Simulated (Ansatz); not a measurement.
Level of theory: DFT PBE, scalar-relativistic, plane waves, PAW (Ansatz). All cells share a 420 eV cutoff and Γ-centred k meshes spaced at most about 0.3 Å⁻¹ (about 0.25 or finer for metals, 2π included). No spin polarisation.

Each guess is relaxed in cell and atoms at zero pressure, on a coarse mesh first where it starts far from rest and then on a converged one. The steps can't lower the symmetry of the start, but it can rise. Energies are static (0 K, no zero-point motion).

Two unrelaxed guesses for Ba3HfO:

A.

```yaml
crystal:
  lattice:
    - [5.30235, 0.00000, 0.00000]
    - [0.00000, 5.30235, 0.00000]
    - [0.00000, 0.00000, 5.30235]
  atoms:
    - { symbol: Ba, position: [0.50000, 0.00000, 0.50000] }
    - { symbol: Ba, position: [0.00000, 0.50000, 0.50000] }
    - { symbol: Ba, position: [0.50000, 0.50000, 0.00000] }
    - { symbol: Hf, position: [0.50000, 0.50000, 0.50000] }
    - { symbol: O, position: [0.00000, 0.00000, 0.00000] }
```

B.

```yaml
crystal:
  lattice:
    - [4.94489, 0.00000, 0.00000]
    - [0.00000, 4.94489, 0.00000]
    - [0.00000, 0.00000, 4.94489]
  atoms:
    - { symbol: Ba, position: [0.50000, 0.50000, 0.00000] }
    - { symbol: Ba, position: [0.50000, 0.00000, 0.50000] }
    - { symbol: Ba, position: [0.00000, 0.50000, 0.50000] }
    - { symbol: Hf, position: [0.00000, 0.00000, 0.00000] }
    - { symbol: O, position: [0.50000, 0.50000, 0.50000] }
```

Question: Do they relax into the same structure? If not, which is lower?

Answer: No. B ends lower, by 1.31 eV/atom. A: Pm-3m at 29.8 Å³/atom → Pm-3m (antiperovskite type) at 42.7 Å³/atom; B: Pm-3m at 24.2 Å³/atom → Pm-3m (antiperovskite type) at 33.0 Å³/atom. Counting Ba or Hf atoms around O (for each partner element, those within 1.25 times its shortest distance or 1.15 times the sum of covalent radii, where it is the nearest in units of that sum or under 1.3; the shortest distance is added where it is long for a bond), the end of A has O 12 from 4.2 Å and the end of B has O 6. End of A. Conventional cell: a = 5.978 Å. Ba has 2 Hf at 2.99 Å, 4 O at 4.23 Å and 8 Ba at 4.23 Å; around Hf lie 6 Ba at 2.99 Å; O has 12 Ba at 4.23 Å (long contacts). End of B. Conventional cell: a = 5.482 Å. Around Ba lie 2 O at 2.74 Å, 4 Hf at 3.88 Å and 8 Ba at 3.88 Å; Hf has 12 Ba at 3.88 Å; O has 6 Ba at 2.74 Å.

Ends held by symmetry can be saddle points. Neither end is the lowest form computed: that has space group P4/mmm (No. 123) and lies 237 meV/atom below the better end. Spin–orbit coupling, which can matter for Hf, is left out. Some candidate types were left out of the draw beforehand, so a known form may be missing.
